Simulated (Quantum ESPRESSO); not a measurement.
CoO:

```
Co O
1.0
    -1.50800    1.50800    2.10725
     1.50800   -1.50800    2.10725
     1.50800    1.50800   -2.10725
Co O
1 1
Direct
  0.00000 0.00000 0.00000
  0.50000 0.50000 0.00000
```

```yaml
Program: Quantum ESPRESSO 7.5
Task: phonons
Functional: PBE
Potentials_or_basis: JTH 2.0 PBE
Cutoff: 707 eV
Density_cutoff: 4245 eV
k_mesh: 6 × 6 × 6, shifted
Occupations: fermi-dirac, width 0.05 eV
Spin: collinear spin, ferromagnetic start
Starting_moments: "[2.0, 0.0] μB"
Mixing_beta: 0.3
Most_SCF_iterations: 120
SCF_threshold: 4e-10 Ry
```

Problem. Where do the zone-centre optical modes lie?

Solution. Eu at 152 cm⁻¹ (IR); A2u at 208 cm⁻¹ (IR).

Optical modes at Γ, degenerate ones joined:
```csv
cm⁻¹,components,symmetry,active in
152,2,Eu,IR
208,1,A2u,IR
```

Caveat: the k mesh is coarse (spacing up to 0.49 Å⁻¹), so the values aren't converged; the mesh is thin for the phonons of a metal; a cell with one magnetic atom can't hold antiferromagnetic order, which such compounds often take.
